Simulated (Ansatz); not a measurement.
# ZnS: pressure against volume

Reference cell: a structure deposited in the COD, whose atoms a relaxation with PBE at fixed cell left in place.

```yaml
crystal:
  lattice:
    - [3.82270, 0.00000, 0.00000]
    - [-1.91135, 3.31056, 0.00000]
    - [0.00000, 0.00000, 6.26070]
  atoms:
    - { symbol: Zn, position: [0.33333, 0.66667, 0.00000] }
    - { symbol: Zn, position: [0.66667, 0.33333, 0.50000] }
    - { symbol: S, position: [0.33333, 0.66667, 0.37480] }
    - { symbol: S, position: [0.66667, 0.33333, 0.87480] }
```

Atom numbers follow the list; atoms alike are taken as one site, whose name carries the number of the first.

The numbers come from a DFT calculation in Ansatz (PBE, plane waves and PAW, scalar-relativistic, 420 eV cutoff, Γ-centred 13×13×7 k-points, Fermi–Dirac smearing 0.02 eV).

The cell is scaled uniformly, and the ions relax again at each size.

```
V/V₀  pressure (GPa)  gap on the k-mesh (eV)
0.94             6.7                    2.45
0.96             4.7                    2.35
0.98             2.9                    2.26
1.00             1.4                    2.17
1.02            -0.1                    2.08
1.04               ?                       ?
1.06            -2.5                    1.91
```

Question: Estimate the row at V/V₀ = 1.04 and the bulk modulus.

Answer: pressure (GPa): -1.3; gap on the k-mesh (eV): 1.99. Worked: a parabola in ln(V/V₀) through the other 6 rows gives -1.4 GPa there. It crosses zero pressure at V/V₀ = 1.019, the equilibrium volume of this functional, where the bulk modulus is B = −dP/d ln V = 70 GPa. The shape of the cell is held, so in this non-cubic crystal both values are those of uniform scaling, and B is an upper bound to the hydrostatic one. The gap falls as the cell grows, by 0.045 eV per per cent of volume.

PBE gaps are too small, by a third to a half in many semiconductors; their changes with volume are better.
